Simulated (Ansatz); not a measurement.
We consider rutile GeO2, described by r²SCAN (Ansatz, a program for electronic structure, plane waves, PAW).

Numerical settings: plane-wave cutoff 560 eV, 8×8×12 k mesh (along the axes of the cell as run), Fermi–Dirac smearing 0.01 eV, scalar-relativistic PAW data made under PBE.

Energies at three volumes about the minimum:

| V (Å³/atom) | E − E_lowest (meV/atom) |
|---|---|
| 9.119 | 2.95 |
| 9.305 | 0.00 |
| 9.491 | 2.72 |

Task: Fit a parabola by hand: where is the minimum, and what is the bulk modulus?

Result: Slopes: (0.00 − 2.95)/(9.305 − 9.119) = -15.860 and (2.72 − 0.00)/(9.491 − 9.305) = 14.624 meV/Å³. Curvature E″ = 2 × (14.624 − (-15.860))/(9.491 − 9.119) = 163.892 meV/Å⁶. From the middle of the first interval, the slope vanishes at V0 = 9.2120 − (-15.860)/163.892 = 9.309 Å³/atom. B = V0 E″ = 9.309 × 163.892 meV/Å³ × 0.1602 GPa per meV/Å³ = 244 GPa. The full Birch–Murnaghan fit to all volumes gives V0 = 9.305 Å³/atom and B0 = 244 GPa.

Shape and atoms are relaxed at each volume.

Measured, for comparison: bulk modulus 251 GPa (room temperature, not corrected to a static lattice, from measured elastic constants; as tabulated in Sevik and Bulutay (2007), arXiv:cond-mat/0610176). Computed less measured: bulk modulus -2.8 %.
